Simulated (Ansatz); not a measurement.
Input and command of a calculation in Ansatz (plane waves; scalar-relativistic PAW potentials unless the input names others):

```yaml
crystal:
  lattice:
    - [0.0, -1.9149654119, -1.9149654119]
    - [0.0, 1.9149654119, -1.9149654119]
    - [3.8299308238, 0.0, 0.0]
  atoms:
    - { symbol: Rh, position: [0.5391651983, 0.4608348017, 0.5] }
    - { symbol: Rh, position: [-0.0391651983, 0.0391651983, 0.0] }
basis:
  ecutwfc: 420
kpoints:
  mp_grid: { grid: [22, 22, 16] }
hamiltonian:
  xc: rpbe
  dispersion: d4
scf:
  occupations: { method: gaussian, width: 0.15 }
  n_extra_bands: 16
output:
  forces: true
  eigenvalues: true
  stress: true
```

```bash
ansatz run input.yaml --threads 2 --pin off --max-ram 5120MiB --backend cpu --events-out ev --progress --plain --runs-dir out
```

Abridged log:
```
Basis set: ecut = 420 eV, 537 PW (Γ), exchange–correlation on 40×40×54 points (8 copies of the dense FFT grid, shifted against one another)
Bands: 33, of which v1, the nominal top of the filled ones, is band 17 counted from 1 (16 counted from 0)
Symmetry: 8 space group operations
k-points: 1197 of 7744
SCF iter   1: F=—  HF=-12823.683219 eV  |F-HF|=—  |Δ(HF+E_count)|=         —  Δρ=6.98e-3  dr2=6.38e-3  ethr=1.77e-3  ⟨swp⟩=4.6  Hψ=159359  notcnv=0  defer=4502
SCF iter   2: F=—  HF=-12823.683348 eV  |F-HF|=—  |Δ(HF+E_count)|=   1.30e-4  Δρ=3.75e-3  dr2=1.78e-3  ethr=1.88e-5  ⟨swp⟩=2.4  Hψ=57740  notcnv=0  defer=4667
SCF iter   3: F=—  HF=-12823.683416 eV  |F-HF|=—  |Δ(HF+E_count)|=   6.78e-5  Δρ=3.55e-4  dr2=2.19e-5  ethr=5.23e-6  ⟨swp⟩=2.2  Hψ=39786  notcnv=0  defer=4667
SCF iter   4: F=—  HF=-12823.683415 eV  |F-HF|=—  |Δ(HF+E_count)|=   7.52e-7  Δρ=9.57e-5  dr2=1.18e-6  ethr=6.44e-8  ⟨swp⟩=2.0  Hψ=39789  notcnv=0  defer=4667
SCF iter   5: F=-12823.683415 eV  HF=-12823.683415 eV  |F-HF|=2.78e-8  |Δ(HF+E_count)|=   3.99e-7  Δρ=1.81e-5  dr2=4.27e-8  ethr=3.48e-9  ⟨swp⟩=2.5  Hψ=49647  notcnv=0  defer=4667
SCF iter   6: F=-12823.683415 eV  HF=-12823.683415 eV  |F-HF|=5.20e-10  |Δ(HF+E_count)|=   1.26e-8  Δρ=2.87e-6  dr2=1.40e-9  ethr=1.26e-10  ⟨swp⟩=7.3  Hψ=185167  notcnv=0
SCF 1 converged in 6 iterations: F = -12823.683415 eV  dr2 = 1.40e-9
SCF converged after 6 iterations
Free energy (F): -12823.683415 eV
Harris-Foulkes:  -12823.683415 eV  (|F-HF|=5.20e-10)
Internal energy: -12823.648636 eV  (E = F + TS)
E sigma→0 (E₀):  -12823.666026 eV
Entropy (-TS):   -0.034779 eV (-17.389 meV/atom)
Fermi energy:    21.929851 eV
  E_disp       = -3.214641  (pairwise vdW)
--- Forces (eV/Å), atoms counted from 1 ---
  atom   1  Rh     0.00000000     1.90658340     0.00000000
  atom   2  Rh     0.00000000    -1.90658340     0.00000000
--- Stress (GPa, compression-positive) ---
       -1.493036       0.000000       0.000000
        0.000000      -3.452795       0.000000
        0.000000       0.000000     -14.216298
  P = ⅓ Tr σ = -6.3874 GPa (-63.874 kbar)
```

Apart from outputs, the input differs from a reference run on usual settings in hamiltonian.dispersion: not typed → "d4"; hamiltonian.xc: "pbe" → "rpbe"; scf.n_extra_bands: not typed → 16. The reference, at the same geometry (not necessarily relaxed), gave pressure 6.02 GPa, largest force 1.905 eV/Å, no gap on the mesh. This run converged in 6 SCF iterations (reference: 6) with a total energy on another zero, pressure -6.39 GPa, largest force 1.907 eV/Å, no gap on the mesh.

Time: 28 s on 2 threads of Intel(R) Xeon(R) Processor @ 2.70GHz, with other jobs on the host, peak memory 1 GiB.